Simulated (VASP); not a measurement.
The system is Al3Pt2.

```
Al Pt
1.0
     4.20714    0.00000    0.00000
    -2.10357    3.64349    0.00000
     0.00000    0.00000    5.18896
Al Pt
3 2
Cartesian
  0.0000 0.0000 0.0000
  0.0000 2.4290 3.3564
  2.1036 1.2145 1.8326
  0.0000 2.4290 0.8620
  2.1036 1.2145 4.3269
```

The cell comes from a database or a generator and needn't be the stable form of this composition.

| Item | Value |
| --- | --- |
| Program | VASP 6.6.1 |
| Task | relaxation of cell and atoms |
| Functional | LDA |
| Potentials or basis | VASP PAW LDA potentials, release 64 (Al, Pt) |
| Cutoff | 600 eV |
| k mesh | 12 × 12 × 7 |
| Occupations | methfessel-paxton, width 0.1 eV |
| Spin | no spin polarisation |

At the start: pressure -3.4 GPa; volume 15.91 Å³/atom.

Task: Where does the relaxation end?

Result: Over 10 steps the energy falls by 3.8 meV/atom and the volume is 15.58 Å³/atom (-2.1 %); space group P-3m1 (No. 164, to 0.05 Å).

The path:
```tsv
step	energy change (eV)	largest force (eV/Å)	pressure (GPa)	volume (Å³)
1	0.0000	0.0921	-3.44	79.54
2	0.0175	0.0899	5.40	75.67
3	-0.0187	0.0683	0.00	77.89
4	-0.0187	0.0676	0.07	77.86
5	-0.0190	0.0282	0.06	77.86
6	-0.0190	0.0294	0.05	77.86
7	-0.0191	0.0102	-0.08	77.91
8	-0.0191	0.0076	-0.09	77.92
9	-0.0191	0.0036	0.08	77.85
10	-0.0191	0.0018	0.02	77.88
```

Final structure:
```
Al Pt
1.0
     4.17601    0.00000    0.00000
    -2.08801    3.61653    0.00000
     0.00000    0.00000    5.15665
Al Pt
3 2
Direct
  0.00000 0.00000 0.00000
  0.33333 0.66667 0.64627
  0.66667 0.33333 0.35373
  0.33333 0.66667 0.16486
  0.66667 0.33333 0.83514
```
